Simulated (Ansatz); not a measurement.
**How the vibrations of HfH2 change with volume**

These are results of DFT PBEsol, scalar-relativistic, plane waves, PAW in Ansatz 0.2.0, not measurements. Cutoff 420 eV, 16×16×16 k-points (Γ-centred), Fermi-Dirac smearing of 0.15 eV. No spin polarisation. Phonons by linear response, acoustic sum rule imposed.

The cell, relaxed at this level:
Space group I4/mmm (No. 139). a = 3.456 Å, b = 3.456 Å, c = 4.265 Å, α = 90.00°, β = 90.00°, γ = 90.00°
```csv
atom,site,symmetry,x,y,z
Hf,2a,4/mmm,0.0000,0.0000,0.0000
H,4d,-4m2,0.0000,0.5000,0.2500
```

In a metal, frequencies depend on the k mesh and the smearing, soft modes most. Spin–orbit coupling is left out, which can shift energies with elements as heavy as these.

Cells at 0.98 and 1.02 times the equilibrium volume were relaxed in shape and atoms; γ = −d ln ν / d ln V, modes matched by rank.

Question: Give the optical frequencies at Γ (cm⁻¹) at the three volumes and the mode Grüneisen parameters.

Answer:
```csv
0.98 V,V,1.02 V,γ,degeneracy
1114,1081,1048,1.51,2
1173,1147,1121,1.12,1
1284,1254,1225,1.17,2
1390,1364,1338,0.95,1
```

Question: What pressures hold the two strained cells, and what bulk modulus follows?

Answer: 3.17 GPa at 0.98 V and -2.88 GPa at 1.02 V, so B = −dP/d ln V ≈ 151 GPa.